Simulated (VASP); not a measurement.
# CdTe (F-43m) in VASP: notebook

Runs on CdTe. Level: PBEsol. Tasks: single point.

All numbers are computed with VASP 6.6.1; they aren't measurements. Logs are shortened: lines on timing, memory, paths and dates and some standing lists are left out, and cuts for length are marked.

**Experimental background.**

From a printed reference work, data compilation, for a bulk crystal of CdTe at 0 K: band gap 1.607 eV.

The runs below are set against these values where they give the same quantity.

## Step 1: The cell of the first run

The structure is cubic, space group F-43m (No. 216). Conventional cell: a = 6.367 Å, b = 6.367 Å, c = 6.367 Å, α = 90.00°, β = 90.00°, γ = 90.00°. Within 3.6 Å of Te (site symmetry -43m) lie 4 Cd at 2.76 Å. Within 3.6 Å of Cd (site symmetry -43m) lie 4 Te at 2.76 Å.

## Step 2: Single point, PBEsol

INCAR

```
SYSTEM = CdTe
  ALGO = Normal
  EDIFF = 1E-6
  ENCUT = 520
  GGA = PS
  ISIF = 2
  ISMEAR = -1
  LASPH = .True.
  LCHARG = .True.
  LELF = .True.
  LREAL = .False.
  LVHAR = .True.
  LWAVE = .False.
  NBANDS = 16
  NELM = 60
  PREC = Accurate
  SIGMA = 0.05
```

KPOINTS

```
k-points
0
Gamma
  7 7 7
  0 0 0
```

POSCAR

```
CdTe
1.0
    0.0000000000      3.1834892848      3.1834892848
    3.1834892848      0.0000000000      3.1834892848
    3.1834892848      3.1834892848      0.0000000000
Te Cd
1 1
Direct
    0.7500000000      0.7500000000      0.7500000000
    0.0000000000      0.0000000000      0.0000000000
```

Potentials or basis: VASP PAW PBE potentials, release 64 (Te, Cd).

On the command line:

```
$ cat potpaw_PBE.64/Te/POTCAR potpaw_PBE.64/Cd/POTCAR > POTCAR
$ mpirun -np 1 vasp_std > vasp.out
```

OUTCAR:

```text
SYSTEM = CdTe
   EDIFF = 1E-6
   ENCUT = 520
   GGA = PS
   ISIF = 2
   ISMEAR = -1
   LASPH = .True.
   LREAL = .False.
   NELM = 60
   PREC = Accurate

 ion  position               nearest neighbor table
   1  0.750  0.750  0.750-   2 2.76   2 2.76   2 2.76   2 2.76
   2  0.000  0.000  0.000-   1 2.76   1 2.76   1 2.76   1 2.76

  LATTYP: Found a face centered cubic cell.
 ALAT       =     6.3669785696

  Lattice vectors:

 A1 = (   0.0000000000,   3.1834892848,   3.1834892848)
 A2 = (   3.1834892848,   0.0000000000,   3.1834892848)
 A3 = (   3.1834892848,   3.1834892848,   0.0000000000)

Analysis of symmetry for initial positions (statically):
=====================================================================
 Subroutine PRICEL returns:
 Original cell was already a primitive cell.

 Routine SETGRP: Setting up the symmetry group for a
 face centered cubic supercell.

 Subroutine GETGRP returns: Found 24 space group operations
 (whereof 24 operations were pure point group operations)
 out of a pool of 48 trial point group operations.

The static configuration has the point symmetry T_d .

Analysis of symmetry for dynamics (positions and initial velocities):
=====================================================================
 Subroutine PRICEL returns:
 Original cell was already a primitive cell.

 Routine SETGRP: Setting up the symmetry group for a
 face centered cubic supercell.

 Subroutine GETGRP returns: Found 24 space group operations
 (whereof 24 operations were pure point group operations)
 out of a pool of 48 trial point group operations.

The dynamic configuration has the point symmetry T_d .

 Subroutine INISYM returns: Found 24 space group operations
 (whereof 24 operations are pure point group operations),
 and found     1 'primitive' translations

----------------------------------------------------------------------------------------

                                     Primitive cell

  volume of cell :      64.5268

  direct lattice vectors                    reciprocal lattice vectors
     0.000000000  3.183489285  3.183489285    -0.157060368  0.157060368  0.157060368
     3.183489285  0.000000000  3.183489285     0.157060368 -0.157060368  0.157060368
     3.183489285  3.183489285  0.000000000     0.157060368  0.157060368 -0.157060368

  length of vectors
     4.502133722  4.502133722  4.502133722     0.272036538  0.272036538  0.272036538

  position of ions in fractional coordinates (direct lattice)
     0.750000000  0.750000000  0.750000000
     0.000000000  0.000000000  0.000000000
[... 72 lines left out ...]
   EDIFF  = 0.1E-05   stopping-criterion for ELM
   LREAL  =      F    real-space projection
   EDIFFG = 0.1E-04   stopping-criterion for IOM
   NSW    =      0    number of steps for IOM
   IBRION =     -1    ionic relax: 0-MD 1-quasi-New 2-CG
   NFREE  =      0    steps in history (QN), initial steepest desc. (CG)
   ISIF   =      2    stress and relaxation
   ISYM   =      2    0-nonsym 1-usesym 2-fastsym
   POTIM  = 0.5000    time-step for ionic-motion
   TEBEG  =    0.0;   TEEND  =   0.0 temperature during run
   PSTRESS=    0.0 pullay stress
   NELECT =      18.0000    total number of electrons
   NUPDOWN=      -1.0000    fix difference up-down
   EMIN   =  10.00;   EMAX   =-10.00  energy-range for DOS
   EFERMI =   0.00;   METHOD = LEGACY
   ISMEAR =    -1;   SIGMA  =   0.05  broadening in eV -4-tet -1-fermi 0-gaus
   EFERMI_NEDOS =   21; number of points for ismear=-14 and -15
   IALGO  =     38    algorithm
   IMIX   =      4    mixing-type and parameters
     AMIX     =   0.40;   BMIX     =  1.00
     AMIX_MAG =   1.60;   BMIX_MAG =  1.00
  volume/ion in A,a.u.               =      32.26       217.72
  Fermi-wavevector in a.u.,A,eV,Ry     =   1.069676  2.021395 15.567880  1.144207
  Thomas-Fermi vector in A             =   2.205363
   LORBIT       =      0    0 simple, 1 ext, 2 COOP (PROOUT), +10 PAW based schemes
   GGA     = PS    functional components
   LHFCALC =     F    Hartree Fock is set to
   AEXX    =    0.0000 exact exchange contribution
   IVDW    =     0    specifies the selected vdW correction
   LEPSILON=     F    determine dielectric tensor
   LRPA    =     F    only Hartree local field effects (RPA)
 non-spin polarized calculation
  energy-cutoff  :      520.00
  volume of cell :       64.53
 maximum number of plane-waves:      1807
 NGX is ok and might be reduce to    36
   NGX = 17   NGY = 17   NGZ = 17

 number of electron      18.0000001 magnetization

 Free energy of the ion-electron system (eV)
  ---------------------------------------------------
  ext. energy  EPLUGINS =         0.00000000
  ---------------------------------------------------
  free energy    TOTEN  =        -5.45314041 eV

  energy without entropy =       -5.45313770  energy(sigma->0) =       -5.45313906

 E-fermi :   3.1544     XC(G=0):  -9.0194

 val. band max:        2.7133241650   @ k =   0.0000   0.0000   0.0000
 cond. band min:       3.5350087684   @ k =   0.0000   0.0000   0.0000
 fundamental gap:      0.8216846034
 Fermi energy:         3.1543758196

 k-point     1 :       0.0000    0.0000    0.0000
  band No.  band energies     occupation
      1      -8.8214      2.00000
      2      -5.7465      2.00000
      3      -5.7465      2.00000
      4      -5.7465      2.00000
      5      -5.4394      2.00000
      6      -5.4394      2.00000
[... 357 lines left out ...]
      3      -5.5950      2.00000
      4      -5.4782      2.00000
      5      -5.4371      2.00000
      6      -4.8187      2.00000
[... 8 lines left out ...]
     15      12.9572      0.00000
     16      14.9053      0.00000

------------------------ aborting loop because EDIFF is reached ----------------------------------------

  FORCE on cell =-STRESS in cart. coord.  units (eV):
  Direction    XX          YY          ZZ          XY          YZ          ZX
  --------------------------------------------------------------------------------------
  -------------------------------------------------------------------------------------
  Total        1.1735767      1.1735767      1.1735767      0.0000000      0.0000000     -0.0000000
  in kB       29.1394870     29.1394870     29.1394870      0.0000000      0.0000000     -0.0000000
  external PRESSURE =      29.1394870 kB  Pullay stress =       0.0000000 kB

 VOLUME and BASIS-vectors are now :
 -----------------------------------------------------------------------------
  energy-cutoff  :      520.00
  volume of cell :       64.53
      direct lattice vectors                 reciprocal lattice vectors
     0.000000000  3.183489285  3.183489285    -0.157060368  0.157060368  0.157060368
     3.183489285  0.000000000  3.183489285     0.157060368 -0.157060368  0.157060368
     3.183489285  3.183489285  0.000000000     0.157060368  0.157060368 -0.157060368

 POSITION                                       TOTAL-FORCE (eV/Angst)
 -----------------------------------------------------------------------------------
      4.77523      4.77523      4.77523         0.000000      0.000000      0.000000
      0.00000      0.00000      0.00000        -0.000000     -0.000000     -0.000000
 -----------------------------------------------------------------------------------
    total drift:                                0.000000      0.000000      0.000000

  FREE ENERGIE OF THE ION-ELECTRON SYSTEM (eV)
  ---------------------------------------------------
  free  energy   TOTEN  =        -5.4531404149 eV

  energy  without entropy=       -5.4531376980  energy(sigma->0) =       -5.45313906
```

stdout:

```text
POSCAR found type information on POSCAR TeCd
 POSCAR found :  2 types and       2 ions
 scaLAPACK will be used
 -----------------------------------------------------------------------------
|                                                                             |
|                                                                             |
|     You enforced a specific xc type in the INCAR file but a different       |
|     I HOPE YOU KNOW WHAT YOU ARE DOING!                                     |
|                                                                             |
 -----------------------------------------------------------------------------

 LDA part: xc-table for (Slater+PW92), standard interpolation
 POSCAR, INCAR and KPOINTS ok, starting setup
 FFT: planning ... GRIDC
 FFT: planning ... GRID_SOFT
 FFT: planning ... GRID
 WAVECAR not read
 entering main loop
```

It took 19 s on 1 thread of Intel Xeon Platinum 8488C (Sapphire Rapids), shared host; peak memory 0.21 GiB.

Results:

- Free energy: -5.4531 eV
- Pressure: 2.9 GPa
- Band gap on the k mesh: 0.82 eV, direct

Levels at points of the mesh, in eV from the valence-band top:
| k point | band 6 | band 7 | band 8 | band 9 | band 10 | band 11 | band 12 | band 13 |
| --- | --- | --- | --- | --- | --- | --- | --- | --- |
| (0.00, 0.00, 0.00) | -8.15 | 0.00 | 0.00 | 0.00 | 0.82 | 4.50 | 4.50 | 4.50 |

Caveat: the PAW data sets were made with another functional, which shifts forces and pressure a little; spin-orbit coupling is left out, which moves the levels of the heavy elements.

## Step 3: Single point, PBEsol

This run uses another cell than the first one, of 33.58 Å³/atom, 1.041 times its volume.

INCAR

```
PREC = Accurate
ENCUT = 520
EDIFF = 1E-6
ISMEAR = -1
SIGMA = 0.05
LREAL = False
LASPH = True
NELM = 80
ALGO = Normal
ISIF = 2
LWAVE = False
LCHARG = False
GGA = PS
NBANDS = 16
```

KPOINTS

```
Automatic mesh
0
Gamma
  7 7 7
```

POSCAR

```
CdTe
1.0
    0.0000000000      3.2262257841      3.2262257841
    3.2262257841      0.0000000000      3.2262257841
    3.2262257841      3.2262257841      0.0000000000
Te Cd
1 1
Direct
    0.7500000000      0.7500000000      0.7500000000
    0.0000000000      0.0000000000      0.0000000000
```

Potentials or basis: VASP PAW PBE potentials, release 64 (Te, Cd).

On the command line:

```
$ cat potpaw_PBE.64/Te/POTCAR potpaw_PBE.64/Cd/POTCAR > POTCAR
$ mpirun -np 1 vasp_std > vasp.out
```

It took 21 s on 1 thread of Intel Xeon Platinum 8488C (Sapphire Rapids), shared host; peak memory 0.21 GiB.

It converged, with:

```
Free energy            : -5.4840 eV
Pressure               : 0.9 GPa
Band gap on the k mesh : 0.70 eV, direct
```

Levels at points of the mesh, in eV from the valence-band top:
```
           k point  band 5  band 6  band 7  band 8  band 9  band 10  band 11  band 12  band 13  band 14
(0.00, 0.00, 0.00)   -8.03   -8.03    0.00    0.00    0.00     0.70     4.54     4.54     4.54     7.32
```

Caveat: the PAW data sets were made with another functional, which shifts forces and pressure a little; spin-orbit coupling is left out, which moves the levels of the heavy elements.

(Continued in part 2 of 2.)
